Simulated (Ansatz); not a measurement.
# 1T-SnSTe monolayer in a perpendicular field

Aim: how the 1T-SnSTe monolayer screens a field along its normal, and what the field does to its bands. A positive field points along +c.

Calculated with Ansatz 0.2.0; plane-wave DFT, PBE-D3(BJ), Ansatz PAW (set soft_1); PAW set soft_1.

### Step 1. Starting point

The cell holds 3 atoms: 1 Te, 1 Sn and 1 S. Its edges and angles: a = 3.742 Å, b = 3.742 Å, c = 35.831 Å, α = 90.0°, β = 90.0°, γ = 120.0°. Vacuum lies along c.

### Step 2. Relaxation

The starting cell is a guess, so the in-plane lattice and the atoms are relaxed first, with the slab cut off from its images along the normal.

input.yaml

```yaml
crystal:
  lattice:
    - [3.7422765, 0.0, 0.0]
    - [-1.87113825, 3.240906517, 0.0]
    - [0.0, 0.0, 35.8305228466]
  atoms:
    - { symbol: Te, position: [0.6666666667, 0.3333333333, 0.4660830675] }
    - { symbol: Sn, position: [0.0, 0.0, 0.5089542158] }
    - { symbol: S, position: [0.3333333333, 0.6666666667, 0.5339169325] }
  periodic: [true, true, false]
kpoints:
  mp_grid: { grid: [12, 12, 1] }
hamiltonian:
  xc: pbe
  dispersion: d3bj
  pseudopotentials: { kind: paw, azcp: { folder: soft_1 } }
scf:
  occupations: { method: fermi_dirac, width: 0.05 }
  convergence: { dr2_threshold: 1.0e-09 }
relax:
  f_tol: 0.004
  max_steps: 90
  cell: {}
output:
  write_potential: true
  write_density: true
  volumetric_format: npy
```

The run is started by

```bash
$ ansatz run input.yaml --threads 2 --pin off --max-ram 3072MiB --backend cpu --events-out ev --progress --plain --runs-dir out
```

Numbers of over 12 decimals in the logs are rounded to 6 here.

The log of the run:

```text
Warning: relax.cell: scf.convergence.dr2_threshold = 1e-9 eV is looser than the 1.9415226538e-10 eV advised for a relaxation that steers and ends on the stress (1e-10 eV for each atom of the cell: 3, times the square of relax.cell.stress_2d_tol = 0.05 N/m over 12.4 Å (the atoms' height at the walk's start and 5 Å past either face), 4.022e-2 GPa, over a crystal's default 0.05). What an SCF threshold leaves in a stress goes as its square root, and in the free energy as the threshold itself, and one threshold admits the most on a small cell: [figures from the program's tests cut] Set scf.convergence.dr2_threshold to 1.9415226538e-10 eV or tighter. [rest of the remark cut]
Engine: ansatz 0.2.0, aarch64-unknown-linux-gnu
Pseudopotentials: kind: paw
Pseudopotential: Te, paw, valence charge 16, recommended cutoff 420 eV (normal), soft_1/Te.paw.azcp
Pseudopotential: Sn, paw, valence charge 14, recommended cutoff 420 eV (normal), soft_1/Sn.paw.azcp
Pseudopotential: S, paw, valence charge 6, recommended cutoff 420 eV (normal), soft_1/S.paw.azcp
Functional definition: PBE
  parameter kappa = 0.804
  parameter beta = 0.066725
  exchange = pbe_x(kappa = kappa, mu = beta*pi^2/3)
  correlation = pbe_c(beta = beta)
Crystal: 3 atoms, lattice volume = 434.566 Å³
Basis set: ecut = 420 eV, 8519 PW (Γ), exchange–correlation on 54×54×480 points (8 copies of the dense FFT grid, shifted against one another)
Bands: 22, of which v1, the nominal top of the filled ones, is band 18 counted from 1 (17 counted from 0)
Symmetry: 6 space group operations
Space group: P3m1 (ITA 156), of the structure as read, at distance tolerance 7.6e-5 Å
k-points: 19 of 144 (time reversal used)
Non-local potential: Te, projectors of the file, l = 0: 2, l = 1: 2, l = 2: 2, l = 3: 1
Non-local potential: Sn, projectors of the file, l = 0: 2, l = 1: 2, l = 2: 2, l = 3: 1
Non-local potential: S, projectors of the file, l = 0: 2, l = 1: 2, l = 2: 1
PAW form: soft (Blöchl's): semilocal exchange-correlation on the pseudo side does not see the compensation charge
PAW one-centre angular grid: Te, 590 points (default); XC on 64 Gauss nodes
PAW one-centre angular grid: Sn, 590 points (default); XC on 64 Gauss nodes
PAW one-centre angular grid: S, 110 points (default); XC on 64 Gauss nodes
Initial density: superposition of atomic densities (neutral atoms: chi_scale 0, normalization atom)
Initial wavefunctions: pseudopotential atomic-orbital guess
Functional: x = pbe(κ = 0.804, μ = 0.219515), c = pbe(β = 0.066725)
SCF iter   1: F=—  HF=-13905.496558 eV  |F-HF|=—  |Δ(HF+E_count)|=         —  Δρ=1.65e-2  dr2=1.59e0  ethr=3.10e-3  ⟨swp⟩=21.6  Hψ=4298  notcnv=0
preconditioner: auto → Resta (q_TF=auto, 1.801 Å⁻¹)  ε∞=1.5  [insulator: Δε(μ)=0.868 eV  Ē_g=10.393 eV  σ=0.050 eV  W_gap=1.00  n_scr=20 (ndim 8)  ℏωp=7.1 eV  f_vac=0.809  D(μ)=0.00/eV (n_scr^D=0)  ε∞_Penn≈1.5  vacuum switching on, ρ_ref=7.8e-3 e/Å³]
SCF iter   2: F=—  HF=-13905.014324 eV  |F-HF|=—  |Δ(HF+E_count)|=   4.82e-1  Δρ=6.38e-3  dr2=1.09e-1  ethr=3.10e-3  ⟨swp⟩=4.5  Hψ=1114  notcnv=0
SCF iter   3: F=—  HF=-13905.015449 eV  |F-HF|=—  |Δ(HF+E_count)|=   1.12e-3  Δρ=2.44e-3  dr2=1.50e-2  ethr=3.03e-4  ⟨swp⟩=3.9  Hψ=864  notcnv=0
SCF iter   4: F=—  HF=-13905.017666 eV  |F-HF|=—  |Δ(HF+E_count)|=   2.22e-3  Δρ=5.36e-4  dr2=7.51e-3  ethr=4.17e-5  ⟨swp⟩=4.3  Hψ=1133  notcnv=0
SCF iter   5: F=—  HF=-13905.016968 eV  |F-HF|=—  |Δ(HF+E_count)|=   6.99e-4  Δρ=2.83e-4  dr2=3.23e-3  ethr=2.09e-5  ⟨swp⟩=3.7  Hψ=795  notcnv=0
SCF iter   6: F=—  HF=-13905.016639 eV  |F-HF|=—  |Δ(HF+E_count)|=   3.29e-4  Δρ=1.28e-4  dr2=1.83e-4  ethr=8.98e-6  ⟨swp⟩=2.2  Hψ=502  notcnv=0
SCF iter   7: F=—  HF=-13905.016644 eV  |F-HF|=—  |Δ(HF+E_count)|=   5.65e-6  Δρ=3.17e-5  dr2=8.48e-6  ethr=5.08e-7  ⟨swp⟩=3.7  Hψ=975  notcnv=0
SCF iter   8: F=—  HF=-13905.016651 eV  |F-HF|=—  |Δ(HF+E_count)|=   7.23e-6  Δρ=9.16e-6  dr2=4.28e-7  ethr=2.36e-8  ⟨swp⟩=3.5  Hψ=875  notcnv=0
SCF iter   9: F=—  HF=-13905.016678 eV  |F-HF|=—  |Δ(HF+E_count)|=   2.63e-5  Δρ=3.17e-6  dr2=1.14e-7  ethr=1.19e-9  ⟨swp⟩=3.6  Hψ=1025  notcnv=0
SCF iter  10: F=—  HF=-13905.016678 eV  |F-HF|=—  |Δ(HF+E_count)|=   2.15e-8  Δρ=1.23e-6  dr2=6.89e-9  ethr=3.15e-10  ⟨swp⟩=3.9  Hψ=976  notcnv=0
SCF iter  11: F=-13905.016678 eV  HF=-13905.016678 eV  |F-HF|=2.40e-10  |Δ(HF+E_count)|=  4.44e-10  Δρ=3.40e-7  dr2=7.24e-10  ethr=2.78e-12  ⟨swp⟩=14.6  Hψ=3786  notcnv=0
SCF 1 converged in 11 iterations: F = -13905.016678 eV  dr2 = 7.24e-10
  greatest PAW one-centre occupation: 0.998 electrons in one spin orbital (limit 2), on the Te atom at site 0 (counted from 0), in its partial waves of l = 2
relax step   1: F+E_penalty+E_count = -13905.01667766 eV  Δ(F+E_penalty+E_count) = +0.000e0 eV  max|allowed force component| = 5.597e0 eV/Å  Δτ_max = 0.0000 Å  P = +20.491 N/m  Ω = 434.566 Å³  fix = [c, alpha, beta]  reactions: c +0.000 N/m  (11 SCF iters, accepted)
Crystal: 3 atoms, lattice volume = 442.849 Å³
Basis set: ecut = 420 eV, 8711 PW (Γ), exchange–correlation on 54×54×480 points (8 copies of the dense FFT grid, shifted against one another)
Initial density: handed on by an earlier stage of this run
Initial wavefunctions: those handed on with the density
iter 1 solved again at ethr=3.29e-4 eV; its pass at ethr=3.10e-3 eV (dr2=1.19e-1 eV) is discarded
SCF iter   1: F=—  HF=-13906.768609 eV  |F-HF|=—  |Δ(HF+E_count)|=         —  Δρ=4.34e-3  dr2=1.17e-1  ethr=3.29e-4  ⟨swp⟩=2.6  Hψ=3978  notcnv=0
preconditioner: auto → LDOS  [metal: Δε(μ)=0.127 eV  Ē_g=9.510 eV  σ=0.050 eV  W_gap=0.45  n_scr=20 (ndim 8)  ℏωp=7.1 eV  f_vac=0.804  D(μ)=1.10/eV (n_scr^D=6)  β→1.0]
SCF iter   2: F=—  HF=-13906.776046 eV  |F-HF|=—  |Δ(HF+E_count)|=   7.44e-3  Δρ=2.94e-3  dr2=1.00e-1  ethr=3.25e-4  ⟨swp⟩=6.0  Hψ=1333  notcnv=0
SCF iter   3: F=—  HF=-13906.747474 eV  |F-HF|=—  |Δ(HF+E_count)|=   2.86e-2  Δρ=5.61e-4  dr2=2.07e-3  ethr=2.79e-4  ⟨swp⟩=4.7  Hψ=935  notcnv=0
SCF iter   4: F=—  HF=-13906.747749 eV  |F-HF|=—  |Δ(HF+E_count)|=   2.76e-4  Δρ=1.70e-4  dr2=1.37e-4  ethr=5.74e-6  ⟨swp⟩=3.7  Hψ=993  notcnv=0
SCF iter   5: F=—  HF=-13906.747763 eV  |F-HF|=—  |Δ(HF+E_count)|=   1.32e-5  Δρ=7.57e-5  dr2=2.96e-5  ethr=3.81e-7  ⟨swp⟩=2.9  Hψ=863  notcnv=0
SCF iter   6: F=—  HF=-13906.747729 eV  |F-HF|=—  |Δ(HF+E_count)|=   3.40e-5  Δρ=1.74e-5  dr2=1.75e-6  ethr=8.22e-8  ⟨swp⟩=3.0  Hψ=888  notcnv=0
SCF iter   7: F=—  HF=-13906.747750 eV  |F-HF|=—  |Δ(HF+E_count)|=   2.12e-5  Δρ=6.56e-6  dr2=2.51e-7  ethr=4.85e-9  ⟨swp⟩=3.2  Hψ=690  notcnv=0
[...]
SCF iter   6: F=—  HF=-13907.493829 eV  |F-HF|=—  |Δ(HF+E_count)|=   7.19e-7  Δρ=9.89e-6  dr2=1.15e-6  ethr=1.95e-8  ⟨swp⟩=3.7  Hψ=901  notcnv=0
SCF iter   7: F=—  HF=-13907.493856 eV  |F-HF|=—  |Δ(HF+E_count)|=   2.66e-5  Δρ=3.25e-6  dr2=6.48e-8  ethr=3.20e-9  ⟨swp⟩=3.5  Hψ=1007  notcnv=0
SCF iter   8: F=—  HF=-13907.493856 eV  |F-HF|=—  |Δ(HF+E_count)|=   8.32e-8  Δρ=8.01e-7  dr2=4.50e-9  ethr=1.80e-10  ⟨swp⟩=3.4  Hψ=863  notcnv=0
SCF iter   9: F=-13907.493856 eV  HF=-13907.493856 eV  |F-HF|=1.87e-9  |Δ(HF+E_count)|=   3.63e-9  Δρ=2.49e-7  dr2=3.59e-10  ethr=2.78e-12  ⟨swp⟩=13.4  Hψ=3493  notcnv=0
SCF 3 converged in 9 iterations: F = -13907.493856 eV  dr2 = 3.59e-10
relax step   3: F+E_penalty+E_count = -13907.49385616 eV  Δ(F+E_penalty+E_count) = -7.461e-1 eV  max|allowed force component| = 1.194e0 eV/Å  Δτ_max = 0.1947 Å  P = +3.476 N/m  Ω = 443.762 Å³  energy of the carried Pulay correction = -2.420e-4 eV  fix = [c, alpha, beta]  reactions: c +0.000 N/m  (9 SCF iters, accepted)
[...]
relax step   4: F+E_penalty+E_count = -13907.59083701 eV  Δ(F+E_penalty+E_count) = -9.698e-2 eV  max|allowed force component| = 4.790e-1 eV/Å  Δτ_max = 0.2000 Å  P = +0.023 N/m  Ω = 445.767 Å³  energy of the carried Pulay correction = -2.940e-4 eV  fix = [c, alpha, beta]  reactions: c +0.000 N/m  (9 SCF iters, accepted)
[...]
relax step   5: F+E_penalty+E_count = -13907.61732614 eV  Δ(F+E_penalty+E_count) = -2.649e-2 eV  max|allowed force component| = 1.602e-1 eV/Å  Δτ_max = 0.1039 Å  P = +1.197 N/m  Ω = 446.616 Å³  energy of the carried Pulay correction = -3.160e-4 eV  fix = [c, alpha, beta]  reactions: c +0.000 N/m  (8 SCF iters, accepted)
[...]
relax step   6: F+E_penalty+E_count = -13907.62818212 eV  Δ(F+E_penalty+E_count) = -1.086e-2 eV  max|allowed force component| = 5.127e-2 eV/Å  Δτ_max = 0.0100 Å  P = +0.285 N/m  Ω = 454.795 Å³  energy of the carried Pulay correction = -5.257e-4 eV  fix = [c, alpha, beta]  reactions: c +0.000 N/m  (8 SCF iters, accepted)
[...]
relax step   7: F+E_penalty+E_count = -13907.62923121 eV  Δ(F+E_penalty+E_count) = -1.049e-3 eV  max|allowed force component| = 3.159e-2 eV/Å  Δτ_max = 0.0099 Å  P = +0.046 N/m  Ω = 458.418 Å³  energy of the carried Pulay correction = -6.173e-4 eV  fix = [c, alpha, beta]  reactions: c +0.000 N/m  (7 SCF iters, accepted)
[...]
relax step   8: F+E_penalty+E_count = -13907.62928373 eV  Δ(F+E_penalty+E_count) = -5.253e-5 eV  max|allowed force component| = 1.758e-3 eV/Å  Δτ_max = 0.0020 Å  P = -0.004 N/m  Ω = 459.005 Å³  energy of the carried Pulay correction = -6.321e-4 eV  fix = [c, alpha, beta]  reactions: c -0.000 N/m  (6 SCF iters, accepted)
Initial wavefunctions: pseudopotential atomic-orbital guess (no wavefunctions were taken with the density)
iter 1 solved again at ethr=3.47e-6 eV; its pass at ethr=3.10e-3 eV (dr2=1.25e-3 eV) is discarded
SCF iter   1: F=—  HF=-13907.629330 eV  |F-HF|=—  |Δ(HF+E_count)|=         —  Δρ=3.62e-5  dr2=5.38e-7  ethr=3.47e-6  ⟨swp⟩=4.7  Hψ=5267  notcnv=0
eigensolver tolerance schedule: the retry pair's looser diagonalisation over-reported the residual by 2320.47 of it (diagonalisation noise at an unbounded share of the residual, at the tolerance the schedule requests for it); recorded, not acted on — ethr = c·dr2/N_el stays at c = 1.0e-1
preconditioner: auto → LDOS  [metal: Δε(μ)=0.107 eV  Ē_g=8.680 eV  σ=0.050 eV  W_gap=0.48  n_scr=20 (ndim 8)  ℏωp=6.9 eV  f_vac=0.793  D(μ)=1.26/eV (n_scr^D=8)  β→1.0]
SCF iter   2: F=—  HF=-13907.629776 eV  |F-HF|=—  |Δ(HF+E_count)|=   4.46e-4  Δρ=8.68e-6  dr2=2.57e-7  ethr=1.49e-9  ⟨swp⟩=5.3  Hψ=1449  notcnv=0
SCF iter   3: F=—  HF=-13907.629770 eV  |F-HF|=—  |Δ(HF+E_count)|=   5.88e-6  Δρ=1.97e-6  dr2=8.53e-9  ethr=7.13e-10  ⟨swp⟩=2.1  Hψ=764  notcnv=0
SCF iter   4: F=-13907.629776 eV  HF=-13907.629775 eV  |F-HF|=2.24e-7  |Δ(HF+E_count)|=   5.49e-6  Δρ=3.20e-7  dr2=6.32e-10  ethr=2.78e-12  ⟨swp⟩=15.5  Hψ=4376  notcnv=0
SCF 9 converged in 4 iterations: F = -13907.629776 eV  dr2 = 6.32e-10
relax step   9: F+E_penalty+E_count = -13907.62977556 eV  Δ(F+E_penalty+E_count) = -4.918e-4 eV  max|allowed force component| = 1.702e-3 eV/Å  Δτ_max = 0.0000 Å  P = -0.008 N/m  Ω = 459.005 Å³  fix = [c, alpha, beta]  reactions: c -0.000 N/m  stress off target by 8.00e-3 N/m on what of the cell is left free  SCF on the basis re-selected at this cell (its energy is not comparable with the rows above)  (4 SCF iters)
basis re-selected at this cell: Δ(F+E_penalty+E_count) = -4.918e-4 eV, ΔP = -0.004 N/m vs the last step (what re-selecting the basis moved, of the pressure what is left beyond the Pulay correction that the steps carried, after the strain that the cell walked since its last selection, with what the two solves' SCF thresholds leave and, on support functions, any second-order correction that the steps lacked; it is no m [...]
WARN: The input density's exchange-correlation potential varies sharply where the density is thin. Do not read a vacuum level from v_tot or v_xc, or from such a field of the output density. On a cell that repeats whose density bears no net charge and no dipole along the vacuum's axis use v_es (v_loc + v_h of the components); under efield.dipole_correction with no amplitude use v_es + v_field, which holds any external [...]
SCF converged after 4 iterations
Free energy (F): -13907.629776 eV
Harris-Foulkes:  -13907.629775 eV  (|F-HF|=2.24e-7)
Internal energy: -13907.619475 eV  (E = F + TS)
E sigma→0 (E₀):  -13907.624625 eV
Entropy (-TS):   -0.010301 eV (-3.434 meV/atom)
Fermi energy:    -5.111832 eV
--- Per-component energies (eV) ---
  E_band       = -855.018136
  E_kinetic    = 444.521463
  E_local      = -70472.036327  (includes V_loc(G=0)·N_el)
  E_nonlocal   = 245.444294
  E_hartree    = 34960.550167
  E_xc         = -335.666178
  E_vxc        = -262.862372  (∫ρ·V_xc dr)
  E_paw        = -9650.633000  (= ΣΔE_a)
  E_vpaw       = -731.186905  (= ΣTr[D̂ρ^β])
  E_aug_tail   = 0.000389  (compensation charges beyond the density's cutoff)
  E_ewald      = 30900.992114
  E_disp       = -0.792396  (pairwise vdW)
  E_smearing   = -0.010301  (= −TS)
  E_closure    = -0.000000  (closes the sum)
  Σ components = -13907.629776   (vs F -13907.629776, Δ=0.00e0)
--- Forces (eV/Å), atoms counted from 1 ---
  atom   1  Te     0.00000000     0.00000000     0.00134951
  atom   2  Sn     0.00000000     0.00000000    -0.00170215
  atom   3  S      0.00000000     0.00000000     0.00035137
  max |Σ_I F_I| component: 1.26e-6 eV/Å
--- 2D stress c σ (N/m, compression-positive) ---
       -0.007998      -0.000000       0.000000
       -0.000000      -0.007998       0.000000
        0.000000       0.000000      -0.000000
  P = ½ c Tr σ = -0.0080 N/m
--- Band table (eV; the first three rows and the last of 19) ---
  k-point 0: bands = [... 14 lower, -7.0325, -7.0325, -4.8292, -4.8292, -4.6004, -2.1058, -1.4206, -1.4206]
  k-point 1: bands = [... 14 lower, -7.1844, -7.1337, -5.4810, -4.9219, -4.2392, -1.8813, -1.4524, -1.2638]
  k-point 2: bands = [... 14 lower, -7.3893, -7.1206, -6.5323, -5.1459, -3.9411, -2.1096, -0.9147, -0.8969]
  k-point 18: bands = [... 14 lower, -9.2345, -9.1485, -7.0482, -6.5765, -4.5395, -1.3762, -0.7835, -0.1004]
  the weakly bound empty levels are not read free of the cell's end (no_gap_told)
--- Relaxed structure (8 steps of the walk, 8 accepted, 1 SCFs on fresh bases) ---
  F+E_penalty+E_count = -13907.62977556 eV   max|allowed force component| = 1.702e-3 eV/Å   (the final SCF, on the basis selected at the relaxed cell)
  cell:  # Å, volume = 459.0048 Å³
    - [3.846066, 7.681963955481704e-18, 0]
    - [-1.923033, 3.330791, 0]
    - [0, 0, 35.8305228466]
  atoms:
    - { symbol: Te, position: [0.666667, 0.333333, 0.454235] }
    - { symbol: Sn, position: [-1.0527891118994116e-18, 0, 0.507469] }
    - { symbol: S, position: [0.333333, 0.666667, 0.547250] }
```

Run time: 91 s. Hardware: 2 threads of Arm Neoverse V1, shared host; peak memory 0.67 GiB.

Relaxation path:

```csv
step,energy less that of the first step (eV),largest force component (eV/Å),volume (Å³)
1,0.0000,5.5967,434.57
2,-1.7311,3.6607,442.85
3,-2.4772,1.1941,443.76
4,-2.5742,0.4790,445.77
5,-2.6006,0.1602,446.62
6,-2.6115,0.0513,454.80
7,-2.6126,0.0316,458.42
8,-2.6126,0.0018,459.00
9*,-2.6131,0.0017,459.00
```

Relaxation steps marked * repeat the geometry before them on a plane-wave basis chosen anew for their cell, so energy and pressure can jump there.

The run keeps the 6 symmetry operations that it works with, so distortions that break them were not tested.

```csv
cell as run,before,after,change
a (Å),3.742,3.846,+2.8 %
b (Å),3.742,3.846,+2.8 %
```

The atoms that moved most (Å, along periodic axes as changes of fractional coordinates times the final cell, across vacuum about the mean position):

```csv
atom,dx,dy,dz,length
S3,0.000,0.000,0.478,0.478
Te1,0.000,0.000,-0.425,0.425
Sn2,0.000,0.000,-0.053,0.053
```

Final coordinates:

```cif
data_structure
_symmetry_space_group_name_H-M 'P 1'
_symmetry_Int_Tables_number 1
_cell_length_a 3.8461
_cell_length_b 3.8461
_cell_length_c 35.8305
_cell_angle_alpha 90.000
_cell_angle_beta 90.000
_cell_angle_gamma 120.000
_cell_volume 459.00
loop_
_atom_site_label
_atom_site_type_symbol
_atom_site_fract_x
_atom_site_fract_y
_atom_site_fract_z
_atom_site_occupancy
Te1 Te 0.66667 0.33333 0.45424 1
Sn2 Sn 0.00000 0.00000 0.50747 1
S3 S 0.33333 0.66667 0.54725 1
```

This step gave:

* energy at zero smearing: -13907.6246 eV

The lattice constant a goes from 3.742 to 3.846 Å.

[end of part 1 of 2]

[Logs are printed without paths, hosts, clocks, repeated set-up lines and the standing remarks that a program may print on its own settings, such as how far it seeks lower states.]

[Hosts, paths, dates, database ids (printed as entryN), source tags and the programs' standing remarks are cut or masked in the printed files.]

[Maps of the electrostatic potential energy from Ansatz leave out the sawtooth potential of an applied field or a dipole correction, so their vacuum need not be flat; planar profiles and work functions include it.]
